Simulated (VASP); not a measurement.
# Hg (C2/m) in VASP: further runs

Runs on Hg. Level: r2SCAN. Tasks: single point.

Program: VASP 6.6.1. These are calculated values, not measurements. Logs are shortened: lines on timing, memory, paths and dates and some standing lists are left out, and cuts for length are marked.

**1. The crystal as given**

It takes space group C2/m (No. 12, monoclinic). Conventional cell: a = 4.249 Å, b = 5.345 Å, c = 3.583 Å, α = 90.00°, β = 126.18°, γ = 90.00°. Hg (site symmetry 2/m) has 8 Hg at 3.41 to 3.59 Å as nearest neighbours.

**2. Single point, r2SCAN**

Input file INCAR:

```
SYSTEM = Hg
PREC = Accurate
ENCUT = 520
EDIFF = 1E-4
ISMEAR = 0
SIGMA = 0.1
LREAL = .FALSE.
LASPH = .TRUE.
NELM = 100
ALGO = Normal
ISIF = 2
LWAVE = .FALSE.
LCHARG = .FALSE.
METAGGA = R2SCAN
LMIXTAU = .TRUE.
NBANDS = 12
ADDGRID = .FALSE.
```

Input file KPOINTS:

```
Automatic mesh
0
G
  10 10 10
  0 0 0
```

Input file POSCAR:

```
Hg
1.0
    2.1243184923     -2.6725824964      0.0000000000
    2.1243184923      2.6725824964      0.0000000000
   -2.1151288124      0.0000000000      2.8921990043
Hg
1
Direct
    0.0000000000      0.0000000000      0.0000000000
```

Potentials or basis: VASP PAW PBE potentials, release 64 (Hg).

On the command line:

```console
> cat potpaw_PBE.64/Hg/POTCAR > POTCAR
> mpirun -np 1 vasp_std > vasp.out
```

OUTCAR:

```text
SYSTEM = Hg
   PREC = Accurate
   ENCUT = 520
   EDIFF = 1E-4
   ISMEAR = 0
   LREAL = .FALSE.
   LASPH = .TRUE.
   NELM = 100
   ISIF = 2
   METAGGA = R2SCAN

 Found    282 irreducible k-points:

 Following reciprocal coordinates:
            Coordinates               Weight
  0.000000  0.000000  0.000000      1.000000
  0.100000  0.000000  0.000000      4.000000
  0.200000  0.000000  0.000000      4.000000
  0.300000  0.000000  0.000000      4.000000
  0.400000  0.000000  0.000000      4.000000
  0.500000 -0.000000  0.000000      2.000000
   k-points           NKPTS =    282   k-points in BZ     NKDIM =    282   number of bands    NBANDS=     12
   number of dos      NEDOS =    301   number of ions     NIONS =      1
   total plane-waves  NPLWV =  21952
   dimension x,y,z NGX =    28 NGY =   28 NGZ =   28
   dimension x,y,z NGXF=    56 NGYF=   56 NGZF=   56
   ions per type =               1
   NGX,Y,Z   is equivalent  to a cutoff of  13.63, 13.63, 12.99 a.u.
   NGXF,Y,Z  is equivalent  to a cutoff of  27.27, 27.27, 25.98 a.u.
 SYSTEM =  Hg
   PREC   = accura    normal or accurate (medium, high low for compatibility)
   ISTART =      0    job   : 0-new  1-cont  2-samecut
   ICHARG =      2    charge: 1-file 2-atom 10-const
   ISPIN  =      1    spin polarized calculation?
   LNONCOLLINEAR =      F non collinear calculations
   LSORBIT =      F    spin-orbit coupling
   LASPH  =      T    aspherical Exc in radial PAW
   ENCUT  =  520.0 eV  38.22 Ry    6.18 a.u.   6.35  6.35  6.66*2*pi/ulx,y,z
   NELM   =    100;   NELMIN=  2; NELMDL= -5     # of ELM steps
   EDIFF  = 0.1E-03   stopping-criterion for ELM
   LREAL  =      F    real-space projection
   EDIFFG = 0.1E-02   stopping-criterion for IOM
   NSW    =      0    number of steps for IOM
   IBRION =     -1    ionic relax: 0-MD 1-quasi-New 2-CG
   NFREE  =      0    steps in history (QN), initial steepest desc. (CG)
   ISIF   =      2    stress and relaxation
   ISYM   =      2    0-nonsym 1-usesym 2-fastsym
   POTIM  = 0.5000    time-step for ionic-motion
   TEBEG  =    0.0;   TEEND  =   0.0 temperature during run
   PSTRESS=    0.0 pullay stress
   NELECT =      12.0000    total number of electrons
   NUPDOWN=      -1.0000    fix difference up-down
   EMIN   =  10.00;   EMAX   =-10.00  energy-range for DOS
   EFERMI =   0.00;   METHOD = LEGACY
   ISMEAR =     0;   SIGMA  =   0.10  broadening in eV -4-tet -1-fermi 0-gaus
   EFERMI_NEDOS =   21; number of points for ismear=-14 and -15
   IALGO  =     38    algorithm
   IMIX   =      4    mixing-type and parameters
     AMIX     =   0.40;   BMIX     =  1.00
     AMIX_MAG =   1.60;   BMIX_MAG =  1.00
  volume/ion in A,a.u.               =      32.84       221.62
  Fermi-wavevector in a.u.,A,eV,Ry     =   1.170395  2.211725 18.637577  1.369823
  Thomas-Fermi vector in A             =   2.306854
   LORBIT       =      0    0 simple, 1 ext, 2 COOP (PROOUT), +10 PAW based schemes
   METAGGA = R2SCAN    functional components
   LHFCALC =     F    Hartree Fock is set to
   AEXX    =    0.0000 exact exchange contribution
   IVDW    =     0    specifies the selected vdW correction
   LEPSILON=     F    determine dielectric tensor
   LRPA    =     F    only Hartree local field effects (RPA)
 non-spin polarized calculation
 Gauss-broadening in eV      SIGMA  =   0.10
  energy-cutoff  :      520.00
  volume of cell :       32.84
 maximum number of plane-waves:       896
 NGX is ok and might be reduce to    28
   NGX = 13   NGY = 13   NGZ = 13

 number of electron      11.9999998 magnetization

 Free energy of the ion-electron system (eV)
  ---------------------------------------------------
  ext. energy  EPLUGINS =         0.00000000
  ---------------------------------------------------
  free energy    TOTEN  =       -49.32424978 eV

  energy without entropy =      -49.32326761  energy(sigma->0) =      -49.32375870

 E-fermi :   0.5995     XC(G=0):  -9.5761

 val. band max:        0.5892253872   @ k =   0.5000   0.4000   0.5000
 cond. band min:       0.6225165589   @ k =  -0.1000   0.5000   0.1000
 fundamental gap:      0.0332911718
 Fermi energy:         0.5995178806

 k-point     1 :       0.0000    0.0000    0.0000
  band No.  band energies     occupation
      1      -6.4842      2.00000
      2      -6.3267      2.00000
      3      -6.1055      2.00000
      4      -6.0834      2.00000
      5      -5.7704      2.00000
      6      -5.6492      2.00000
      7      12.5951      0.00000
      8      12.8079      0.00000
      9      13.2445      0.00000
     10      14.6321      0.00000
     11      14.8767      0.00000
     12      17.0386      0.00000

 k-point     2 :       0.1000    0.0000    0.0000
  band No.  band energies     occupation
      1      -6.3560      2.00000
      2      -6.2336      2.00000
      3      -6.1161      2.00000
      4      -6.0268      2.00000
      5      -5.7804      2.00000
      6      -5.6632      2.00000
      7      10.8655      0.00000
      8      12.0985      0.00000
      9      12.8336      0.00000
     10      14.1950      0.00000
     11      14.7376      0.00000
     12      16.4170      0.00000

 k-point     3 :       0.2000    0.0000    0.0000
  band No.  band energies     occupation
      1      -6.3500      2.00000
      2      -6.1818      2.00000
      3      -5.9125      2.00000
      4      -5.8092      2.00000
      5      -5.6889      2.00000
      6      -5.5044      2.00000
      7       7.7045      0.00000
      8      10.8525      0.00000
      9      12.1391      0.00000
     10      13.5945      0.00000
     11      15.0789      0.00000
     12      15.6512      0.00000

 k-point     4 :       0.3000    0.0000    0.0000
  band No.  band energies     occupation
      1      -6.4005      2.00000
      2      -6.2697      2.00000
      3      -5.8104      2.00000
      4      -5.7093      2.00000
      5      -5.6656      2.00000
      6      -4.3947      2.00000
      7       4.6577      0.00000
      8       9.6689      0.00000
      9      11.3706      0.00000
     10      13.1293      0.00000
     11      15.0800      0.00000
     12      15.9389      0.00000

 k-point     5 :       0.4000    0.0000    0.0000
  band No.  band energies     occupation
      1      -6.4682      2.00000
      2      -6.3346      2.00000
      3      -5.8166      2.00000
      4      -5.6827      2.00000
      5      -5.4770      2.00000
      6      -2.8940      2.00000
      7       1.9738      0.00000
      8       8.8480      0.00000
      9      10.8171      0.00000
     10      12.8668      0.00000
     11      14.8200      0.00000
     12      16.7665      0.00000

 k-point     6 :       0.5000   -0.0000    0.0000
  band No.  band energies     occupation
      1      -6.4994      2.00000
      2      -6.3566      2.00000
      3      -5.8203      2.00000
      4      -5.6717      2.00000
      5      -5.3982      2.00000
      6      -1.6463      2.00000
      7       0.3288      1.99987
      8       8.5544      0.00000
      9      10.6194      0.00000
     10      12.7844      0.00000
     11      14.7382      0.00000
     12      17.1388      0.00000

 [... further k-points ...]

------------------------ aborting loop because EDIFF is reached ----------------------------------------

  FORCE on cell =-STRESS in cart. coord.  units (eV):
  Direction    XX          YY          ZZ          XY          YZ          ZX
  --------------------------------------------------------------------------------------
  -------------------------------------------------------------------------------------
  Total       -0.2858012     -0.2059600     -0.3404964      0.0000000      0.0000000     -0.0011961
  in kB      -13.9433060    -10.0481155    -16.6117058      0.0000000      0.0000000     -0.0583548
  external PRESSURE =     -13.5343757 kB  Pullay stress =       0.0000000 kB

 VOLUME and BASIS-vectors are now :
 -----------------------------------------------------------------------------
  energy-cutoff  :      520.00
  volume of cell :       32.84
      direct lattice vectors                 reciprocal lattice vectors
     2.124318492 -2.672582496  0.000000000     0.235369603 -0.187084964  0.172130973
     2.124318492  2.672582496  0.000000000     0.235369603  0.187084964  0.172130973
    -2.115128812  0.000000000  2.892199004     0.000000000  0.000000000  0.345757674

 POSITION                                       TOTAL-FORCE (eV/Angst)
 -----------------------------------------------------------------------------------
      0.00000      0.00000      0.00000         0.000000      0.000000      0.000000
 -----------------------------------------------------------------------------------
    total drift:                               -0.000000      0.000000     -0.000000

  FREE ENERGIE OF THE ION-ELECTRON SYSTEM (eV)
  ---------------------------------------------------
  free  energy   TOTEN  =       -49.3242497822 eV

  energy  without entropy=      -49.3232676120  energy(sigma->0) =      -49.32375870
```

It took 6.3 min on 1 thread of Intel Xeon Platinum 8259CL at 2.50GHz (Skylake/Cascade Lake), shared host; peak memory 0.25 GiB.

The run converged, but some of its settings lie outside the range that counts as converged, so its numbers aren't taken as properties of the crystal.

What came out:

| Item | Value |
| --- | --- |
| Free energy | -49.3242 eV |
| Pressure | -1.4 GPa |
| Band gap on the k mesh | none (metal or under the smearing width) |

Caveat: the PAW data sets were made with another functional, which shifts forces and pressure a little.

**3. Single point, r2SCAN**

INCAR: that of step 2 with these lines changed.

```diff
@@ -2,4 +2,4 @@
 PREC = Accurate
-ENCUT = 520
-EDIFF = 1E-4
+ENCUT = 460
+EDIFF = 1E-6
 ISMEAR = 0
```

Input file KPOINTS:

```
Automatic mesh
0
G
  11 11 11
  0 0 0
```

POSCAR is that of step 2.

Potentials or basis: VASP PAW PBE potentials, release 64 (Hg).

On the command line:

```console
> cat potpaw_PBE.64/Hg/POTCAR > POTCAR
> mpirun -np 1 vasp_std > vasp.out
```

Run time: 4.9 min. Hardware: 1 thread of Intel Xeon Platinum 8259CL at 2.50GHz (Skylake/Cascade Lake), shared host; peak memory 0.24 GiB.

The run converged, but some of its settings lie outside the range that counts as converged, so its numbers aren't taken as properties of the crystal.

Results:

* Free energy: -49.3237 eV
* Pressure: -1.6 GPa
* Band gap on the k mesh: none (metal or under the smearing width)

Caveat: the PAW data sets were made with another functional, which shifts forces and pressure a little.
